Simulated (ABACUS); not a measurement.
# HfB2 (P6/mmm) in ABACUS: notebook

One crystal, HfB2, is run at these levels: PBE; tasks: single point.

Program: ABACUS 3.10.1. These are calculated values, not measurements. Logs are shortened: lines on timing, memory, paths and dates and some standing lists are left out, and cuts for length are marked.

## (1) The crystal as given

Symmetry: P6/mmm, No. 191, hexagonal system. Conventional cell: a = 3.140 Å, b = 3.140 Å, c = 3.480 Å, α = 90.00°, β = 90.00°, γ = 120.00°. Hf (site symmetry 6/mmm) has 12 B at 2.51 Å as nearest neighbours. B (site symmetry -6m2) has 3 B at 1.81 Å as nearest neighbours.

## (2) Single point, PBE

Contents of INPUT:

```
INPUT_PARAMETERS
suffix              HfB2
calculation         scf
basis_type          lcao
pseudo_dir          ./
orbital_dir         ./
symmetry            1
dft_functional      pbe
ecutwfc             100
pseudo_rcut         10
nspin               1
nbands              13
ks_solver           genelpa
smearing_method     fd
smearing_sigma      0.00367493
scf_thr             1e-07
scf_nmax            100
mixing_type         broyden
mixing_beta         0.7
cal_force           1
cal_stress          1
out_mul             1
out_chg             1
out_pot             2
out_elf             1
```

Contents of STRU:

```
ATOMIC_SPECIES
Hf 178.4900 Hf.upf
B 10.8100 B.upf

NUMERICAL_ORBITAL
Hf_confined-atom_8au_3s2p2d1f.orb
B_confined-atom_7au_2s2p1d.orb

LATTICE_CONSTANT
1.8897261246

LATTICE_VECTORS
3.1400000000 0.0000000000 0.0000000000
-1.5700000000 2.7193197679 0.0000000000
0.0000000000 0.0000000000 3.4800000000

ATOMIC_POSITIONS
Direct

Hf
0.0
1
0.0000000000 0.0000000000 0.0000000000 1 1 1

B
0.0
2
0.6666666667 0.3333333333 0.5000000000 1 1 1
0.3333333333 0.6666666667 0.5000000000 1 1 1
```

Contents of KPT:

```
K_POINTS
0
Gamma
10 10 8 0 0 0
```

Potentials or basis: PseudoDojo NC SR 0.4.1 PBE standard, DZP LCAO (the cutoffs set its grid).

The run is started by

```
OMP_NUM_THREADS=1 mpirun -np 4 abacus > log
```

running log:

```text
ABACUS v3.10.1

               Atomic-orbital Based Ab-initio Computation at UStc

 ------------------------------------------------------------------------------------

 READING GENERAL INFORMATION
                           global_out_dir = OUT.HfB2/
                           global_in_card = INPUT
                               pseudo_dir = ./
[... 8 lines left out ...]

 READING ATOM TYPE 1
                               atom label = Hf
                      L=0, number of zeta = 3
                      L=1, number of zeta = 2
                      L=2, number of zeta = 2
                      L=3, number of zeta = 1
             number of atom for this type = 1

 READING ATOM TYPE 2
                               atom label = B
                      L=0, number of zeta = 2
                      L=1, number of zeta = 2
                      L=2, number of zeta = 1
             number of atom for this type = 2

                        TOTAL ATOM NUMBER = 3
DIRECT COORDINATES
    atom                   x                   y                   z     mag                  vx                  vy                  vz
taud_Hf1            0.0000000000        0.0000000000        0.0000000000  0.0000        0.0000000000        0.0000000000        0.0000000000
taud_B1            0.6666666667        0.3333333333        0.5000000000  0.0000        0.0000000000        0.0000000000        0.0000000000
taud_B2            0.3333333333        0.6666666667        0.5000000000  0.0000        0.0000000000        0.0000000000        0.0000000000

                          Volume (Bohr^3) = 200.524
                             Volume (A^3) = 29.7145

 Lattice vectors: (Cartesian coordinate: in unit of a_0)
                +3.14                  +0                  +0
                -1.57            +2.71932                  +0
                   +0                  +0               +3.48
 Reciprocal vectors: (Cartesian coordinate: in unit of 2 pi/a_0)
            +0.318471            +0.18387                  -0
                   -0           +0.367739                  -0
                   +0                  -0           +0.287356
 The esolver type has been set to : ksdft_lcao

                PAO radial cut off (Bohr) = 10

 Read in pseudopotential file is Hf.upf
                     pseudopotential type = NC
          exchange-correlation functional = PBE
                 nonlocal core correction = 1
                        valence electrons = 12
                                     lmax = 3
                           number of zeta = 4
                     number of projectors = 8
                           L of projector = 0
                           L of projector = 0
                           L of projector = 1
                           L of projector = 1
                           L of projector = 2
                           L of projector = 2
                           L of projector = 3
                           L of projector = 3
                PAO radial cut off (Bohr) = 10

 Read in pseudopotential file is B.upf
                     pseudopotential type = NC
          exchange-correlation functional = PBE
                 nonlocal core correction = 1
                        valence electrons = 3
                                     lmax = 1
                           number of zeta = 2
                     number of projectors = 4
                           L of projector = 0
                           L of projector = 0
                           L of projector = 1
                           L of projector = 1
     initial pseudo atomic orbital number = 18

 SETUP THE ELECTRONS NUMBER
            electron number of element Hf = 12
      total electron number of element Hf = 12
             electron number of element B = 3
       total electron number of element B = 6
            AUTOSET number of electrons:  = 18
                           occupied bands = 9
                                   NLOCAL = 52
                                   NBANDS = 13
                                   NBANDS = 13
                                   NLOCAL = 52

%%%%%%%%%%%%%%%%%%%%%%%%%%%%%%%%%%%%%%%%%%%%%%%%%%%%%%%%%%%%%%%%%%%%%%%%%%%%%%%%%%%%%%%%%%%%%%%%%%%%%%%%%%
 Warning: the number of valence electrons in pseudopotential > 4 for Hf: [Xe] 4f14 5d2 6s2
 Pseudopotentials with additional electrons can yield (more) accurate outcomes, but may be less efficient.
 If you're confident that your chosen pseudopotential is appropriate, you can safely ignore this warning.
%%%%%%%%%%%%%%%%%%%%%%%%%%%%%%%%%%%%%%%%%%%%%%%%%%%%%%%%%%%%%%%%%%%%%%%%%%%%%%%%%%%%%%%%%%%%%%%%%%%%%%%%%%

 SETUP THE PLANE WAVE BASIS
 energy cutoff for charge/potential (unit:Ry) = 400
            fft grid for charge/potential = [ 40, 40, 45 ]
                        fft grid division = [ 5, 5, 3 ]
        big fft grid for charge/potential = [ 8, 8, 15 ]
                                     nbxx = 256
                                     nrxx = 19200

 SETUP PLANE WAVES FOR CHARGE/POTENTIAL
                    number of plane waves = 27047
                         number of sticks = 955

 PARALLEL PW FOR CHARGE/POTENTIAL
     PROC   COLUMNS(POT)             PW
        1            238           6758
        2            239           6763
        3            239           6763
        4            239           6763
 --------------- sum -------------------
        4            955          27047
                            number of |g| = 1236
                                  max |g| = 36.1699
[... 51 lines left out ...]
                                       S4 = 0
                                       S6 = 2
               POINT GROUP IN SPACE GROUP = D_6h

 SETUP K-POINTS
                                    nspin = 1
                   Input type of k points = Monkhorst-Pack(Gamma)
                                   nkstot = 800
                       right hand lattice = 1
(for reciprocal lattice: )
                             BRAVAIS TYPE = 4
                     BRAVAIS LATTICE NAME = 04. Hexagonal cell
                                    ibrav = 4
                       right hand lattice = 1
(for k-lattice: )
                             BRAVAIS TYPE = 4
                     BRAVAIS LATTICE NAME = 04. Hexagonal cell
                                    ibrav = 4
                       right hand lattice = 1
                        ROTATION MATRICES = 24
                               nkstot_ibz = 70
K-POINTS REDUCTION ACCORDING TO SYMMETRY
     IBZ    DIRECT_X    DIRECT_Y    DIRECT_Z  WEIGHT  ibz2bz
       1  0.00000000  0.00000000  0.00000000  0.0013       0
       2 -0.10000000  0.10000000  0.00000000  0.0075       1
       3 -0.20000000  0.20000000  0.00000000  0.0075       2
       4 -0.30000000  0.30000000  0.00000000  0.0075       3
       5 -0.40000000  0.40000000  0.00000000  0.0075       4
       6  0.50000000  0.50000000  0.00000000  0.0037       5
[... 22 lines left out ...]
      29  0.00000000  0.00000000  0.25000000  0.0025     200
      30 -0.10000000  0.10000000  0.25000000  0.0150     201
[... 40 further k points ...]

                               nkstot now = 70
[... K-POINTS DIRECT COORDINATES: 70 rows ...]

           k-point number in this process = 70
       minimum distributed K point number = 70
[... stars of the k points ...]

[... K-POINTS CARTESIAN COORDINATES: 70 rows ...]

[... K-POINTS DIRECT COORDINATES: 70 rows ...]

 SETUP PLANE WAVES FOR WAVE FUNCTIONS
     energy cutoff for wavefunc (unit:Ry) = 100
              fft grid for wave functions = [ 40, 40, 45 ]
                    number of plane waves = 4751
                         number of sticks = 301

 PARALLEL PW FOR WAVE FUNCTIONS
     PROC   COLUMNS(POT)             PW
        1             75           1187
        2             75           1187
        3             75           1187
        4             76           1190
 --------------- sum -------------------
        4            301           4751

 SET NONLOCAL PSEUDOPOTENTIAL PROJECTORS
 SET NONLOCAL PSEUDOPOTENTIAL PROJECTORS
 max number of nonlocal projetors among all species is 8

 -------------------------------------------
 SELF-CONSISTENT
 -------------------------------------------

 SETUP SEARCHING RADIUS FOR PROGRAM TO SEARCH ADJACENT ATOMS
                  longest orb rcut (Bohr) = 8
   longest nonlocal projector rcut (Bohr) = 2.46
                     search radius (Bohr) = 20.9
              searching radius is (Bohr)) = 20.9
         searching radius unit is (Bohr)) = 1.89
                         PeriodicBoundary = 1
                        Radius(unit:lat0) = 11.1
                                   glayer = [ 6, 6, 5 ]
                             glayer_minus = [ 5, 5, 4 ]

Find the coordinate range of the input atom(unit:lat0).
                                  min_tau = [ -23.6, -13.6, -13.9 ]
                                  max_tau = [ 25.1, 15.4, 15.7 ]
                                BoxNumber = [ 11, 11, 9 ]

 SETUP EXTENDED REAL SPACE GRID FOR GRID INTEGRATION
                          real space grid = [ 40, 40, 45 ]
                 big cell numbers in grid = [ 8, 8, 15 ]
             meshcell numbers in big cell = [ 5, 5, 3 ]
                        extended fft grid = [ 13, 13, 19 ]
                dimension of extened grid = [ 35, 35, 54 ]
                            UnitCellTotal = 125
              Atom number in sub-FFT-grid = 3
    Local orbitals number in sub-FFT-grid = 52
                                ParaV.nnr = 68446
                                 init_chg = atomic

 LCAO ALGORITHM --------------- ION=   1  ELEC=   1--------------------------------

 Density error is 0.103952323372
----------------------------------------------------------
     Energy           Rydberg                 eV
----------------------------------------------------------
 E_KohnSham     -124.7168417294      -1696.8596840839
 E_Harris       -126.7013883578      -1723.8608261765
 E_Fermi        1.2332960429         16.7798535047
----------------------------------------------------------
[... 69 lines left out ...]
 Density error is 8.14037972413e-08
----------------------------------------------------------
     Energy           Rydberg                 eV
----------------------------------------------------------
 E_KohnSham     -124.8028761310      -1698.0302421701
 E_KS(sigma->0) -124.8027800152      -1698.0289344469
 E_Harris       -124.8028774207      -1698.0302597175
 E_band         -4.8609744052        -66.1369497423
 E_one_elec     -6.3948020727        -87.0057457714
 E_Hartree      12.9588601691        176.3143378844
 E_xc           -33.6669026054       -458.0617094450
 E_Ewald        -97.6998393902       -1329.2745093918
 E_entropy(-TS) -0.0001922317        -0.0026154463
 E_descf        0.0000000000         0.0000000000
 E_exx          0.0000000000         0.0000000000
 E_Fermi        1.2083718707         16.4407427439
----------------------------------------------------------

 charge density convergence is achieved
 final etot is -1698.0302422 eV
 EFERMI = 16.440742744 eV
The vacuum level is 11.424239597 eV

 STATE ENERGY(eV) AND OCCUPATIONS    NSPIN == 1
 1/70 kpoint (Cartesian) = 0.0000 0.0000 0.0000 (849 pws)
       1       -45.2565     0.00250000
       2       -14.1090     0.00250000
       3       -13.6232     0.00250000
       4       -13.6232     0.00250000
       5        2.78829     0.00250000
       6        13.5287     0.00250000
       7        13.6148     0.00250000
       8        13.6148     0.00250000
       9        13.7537     0.00250000
      10        20.5574    4.37519e-39
      11        20.5574    4.37519e-39
      12        21.1864    1.50600e-44
      13        21.1864    1.50600e-44
[... 61 lines left out ...]
 6/70 kpoint (Cartesian) = 0.15924 0.27580 0.0000 (880 pws)
       1       -45.2077     0.00750000
       2       -14.3827     0.00750000
       3       -13.9759     0.00750000
       4       -13.7989     0.00750000
       5        6.74320     0.00750000
       6        7.48501     0.00750000
       7        12.3907     0.00750000
       8        13.0941     0.00750000
       9        13.6677     0.00750000
      10        18.6585    4.09382e-22
      11        19.2617    2.35879e-27
      12        22.1312    2.80766e-52
      13        22.2539    2.41206e-53

[... levels at 64 further k points ...]

 correction force for each atom along direction 1 is 6.43467e-15
 correction force for each atom along direction 2 is -1.01308e-15
 correction force for each atom along direction 3 is -2.03055e-14
------------------------------------------------------------------------------------------
 TOTAL-FORCE (eV/Angstrom)
------------------------------------------------------------------------------------------
                       Hf1         0.0000000000         0.0000000000         0.0000000000
                        B1         0.0000000000         0.0000000000         0.0000000000
                        B2         0.0000000000         0.0000000000         0.0000000000
------------------------------------------------------------------------------------------

----------------------------------------------------------------
 TOTAL-STRESS (KBAR)
----------------------------------------------------------------
        23.1214694904         0.0000000000         0.0000000000
        -0.0000000000        23.1214694901         0.0000000000
         0.0000000000        -0.0000000000        28.3474107504
----------------------------------------------------------------
 TOTAL-PRESSURE: 24.863450 KBAR

 --------------------------------------------
 !FINAL_ETOT_IS -1698.0302421701030653 eV
 --------------------------------------------
```

It took 10 s on 4 MPI ranks of AMD EPYC 7B13 (Zen 3), shared host; peak memory 0.48 GiB.

Results:

```yaml
Free_energy: -1698.0302 eV
Pressure: 2.5 GPa
Band_gap_on_the_k_mesh: none (metal or under the smearing width)
Mulliken_charges: Hf +0.83; B -0.42 e
```

Levels at points of the mesh, in eV from the Fermi level:
```csv
k point,band 7,band 8,band 9,band 10,band 11,band 12
"(0.00, 0.00, 0.00)",-2.83,-2.83,-2.69,4.12,4.12,4.75
"(0.50, 0.50, 0.00)",-4.05,-3.35,-2.77,2.22,2.82,5.69
"(0.00, 0.00, 0.50)",-1.10,-1.10,0.41,0.41,1.09,1.09
"(0.50, 0.50, 0.50)",-4.90,-4.63,-2.60,4.14,4.26,6.34
```

Caveat: the atomic orbitals were generated for these runs and aren't a published set; Mulliken charges move with the basis; the basis of atomic orbitals isn't converged, which shifts pressures, moduli and gaps. Spin-orbit coupling is left out, which matters for the levels of Hf.

## (3) Single point, PBE (atoms moved at random, drawn with an rms of 0.05 Å)

INPUT is that of step 2.

STRU, as its differences from that of step 2:

```diff
@@ -22,3 +22,3 @@
 1
-0.0000000000 0.0000000000 0.0000000000 1 1 1
+0.0040700000 -0.0037840000 -0.0029730000 1 1 1
 
@@ -27,3 +27,3 @@
 2
-0.6666666667 0.3333333333 0.5000000000 1 1 1
-0.3333333333 0.6666666667 0.5000000000 1 1 1
+0.6735240000 0.3435500000 0.4913070000 1 1 1
+0.3173900000 0.6751330000 0.4845490000 1 1 1
```

KPT is that of step 2.

Potentials or basis: PseudoDojo NC SR 0.4.1 PBE standard, DZP LCAO (the cutoffs set its grid).

The run is started by

```
OMP_NUM_THREADS=1 mpirun -np 4 abacus > log
```

Wall time 18 s (4 MPI ranks of AMD EPYC 7B13 (Zen 3), shared host); peak memory 0.6 GiB.

Results (log left out):

| Quantity | Value |
| --- | --- |
| Free energy | -1697.9626 eV |
| Pressure | 3.3 GPa |
| Largest force | 1.358 eV/Å |
| Band gap on the k mesh | none (metal or under the smearing width) |
| Mulliken charges | Hf +0.83; B -0.41, -0.42 e |

Forces in eV/Å, atoms in the order of the input:
```
Hf  -0.689  0.531 -0.504
B   -0.605 -0.407  0.113
B    1.294 -0.125  0.392
```

Stress tensor (GPa, compression positive):
```
 3.50 -0.34  0.49
-0.34  3.01 -0.33
 0.49 -0.33  3.44
```

Levels at points of the mesh, in eV from the Fermi level:
```tsv
k point	band 6	band 7	band 8	band 9	band 10	band 11	band 12	band 13
(0.00, 0.00, 0.00)	-3.17	-3.03	-2.63	-2.54	3.93	4.12	4.33	4.53
(0.50, 0.00, 0.00)	-8.88	-3.91	-3.38	-2.59	1.74	2.89	5.55	5.76
(0.00, 0.50, 0.00)	-9.00	-4.10	-3.47	-2.70	2.09	2.94	5.62	5.81
(0.50, 0.50, 0.00)	-9.06	-4.23	-3.52	-2.85	2.49	2.84	5.73	5.83
(0.00, 0.00, 0.50)	-8.31	-1.60	-0.76	0.15	0.71	1.05	1.08	2.34
(0.50, 0.00, 0.50)	-7.69	-4.85	-4.80	-2.47	4.04	4.22	6.30	7.20
(0.00, 0.50, 0.50)	-7.43	-4.90	-4.63	-2.64	3.94	4.25	6.31	7.15
(0.50, 0.50, 0.50)	-7.25	-5.00	-4.52	-2.76	3.97	4.31	6.31	7.17
```

Caveat: the atomic orbitals were generated for these runs and aren't a published set; Mulliken charges move with the basis; the basis of atomic orbitals isn't converged, which shifts pressures, moduli and gaps. Spin-orbit coupling is left out, which matters for the levels of Hf.

## (4) Single point, PBE

INPUT, as its differences from that of step 3:

```diff
@@ -22,4 +22 @@
 out_mul             1
-out_chg             1
-out_pot             2
-out_elf             1
```

Contents of STRU:

```
ATOMIC_SPECIES
Hf 178.4900 Hf.upf
B 10.8100 B.upf

NUMERICAL_ORBITAL
Hf_confined-atom_8au_2s1p1d.orb
B_confined-atom_7au_1s1p.orb

LATTICE_CONSTANT
1.8897261246

LATTICE_VECTORS
3.1400000000 0.0000000000 0.0000000000
-1.5700000000 2.7193197679 0.0000000000
0.0000000000 0.0000000000 3.4800000000

ATOMIC_POSITIONS
Direct

Hf
0.0
1
0.0000000000 0.0000000000 0.0000000000 1 1 1

B
0.0
2
0.6666666667 0.3333333333 0.5000000000 1 1 1
0.3333333333 0.6666666667 0.5000000000 1 1 1
```

KPT is that of step 3.

Potentials or basis: PseudoDojo NC SR 0.4.1 PBE standard, SZ LCAO (the cutoffs set its grid).

The run is started by

```
OMP_NUM_THREADS=1 mpirun -np 4 abacus > log
```

It took 3.5 s on 4 MPI ranks of AMD EPYC 7B13 (Zen 3), shared host; peak memory 0.4 GiB.

The run converged, but some of its settings lie outside the range that counts as converged, so its numbers aren't taken as properties of the crystal.

Results:

| Quantity | Value |
| --- | --- |
| Free energy | -1696.8753 eV |
| Pressure | 11.6 GPa |
| Band gap on the k mesh | none (metal or under the smearing width) |
| Mulliken charges | Hf +1.03; B -0.52 e |

Caveat: the atomic orbitals were generated for these runs and aren't a published set; Mulliken charges move with the basis; the basis of atomic orbitals isn't converged, which shifts pressures, moduli and gaps.
